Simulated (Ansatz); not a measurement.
# Ionic part of the dielectric constant of GaN at 25 GPa, mode by mode

Theory: DFT PBEsol, scalar-relativistic, plane waves, PAW (Ansatz). Cutoff 420 eV, 12×12×12 k-points (Γ-centred), fixed occupations. No spin polarisation. Phonons by linear response, acoustic sum rule imposed.

It takes space group F-43m (No. 216, cubic). The conventional cell has a = 4.343 Å, b = 4.343 Å, c = 4.343 Å, α = 90.00°, β = 90.00°, γ = 90.00°. Around Ga (site symmetry -43m) lie 4 N at 1.88 Å. N (site symmetry -43m) has 4 Ga at 1.88 Å as nearest neighbours.

Other phases may be more stable at this pressure.

The primitive cell has V = 20.47 Å³ and ε∞,yy = 5.491. Each polar mode adds Δε = (4.92064×10⁷/V)·S/ν² along y, with S its oscillator strength in e²/amu, ν in cm⁻¹ and V in Å³.

Question: From these modes, find each Δε and ε0,yy.
```
ν (cm⁻¹) S_yy (e²/amu)
   627.0         0.5816
```

Answer:
| ν (cm⁻¹) | Δε |
| --- | --- |
| 627.0 | 3.56 |

The sum is 3.556, so ε0,yy = 9.05; the run's tensor has 9.05.

Question: Where do the longitudinal modes lie for a wave vector along y?

Answer: At 805 cm⁻¹. The Lyddane–Sachs–Teller product Π(ν_LO/ν_TO)² = 1.65 matches ε0/ε∞ = 1.65.

This zinc-blende form isn't the usual stable structure of the compound at low pressure.

Cost: 1 run of about 1.3 core-minutes, on Intel Xeon Platinum 8488C (Sapphire Rapids) (shared hosts).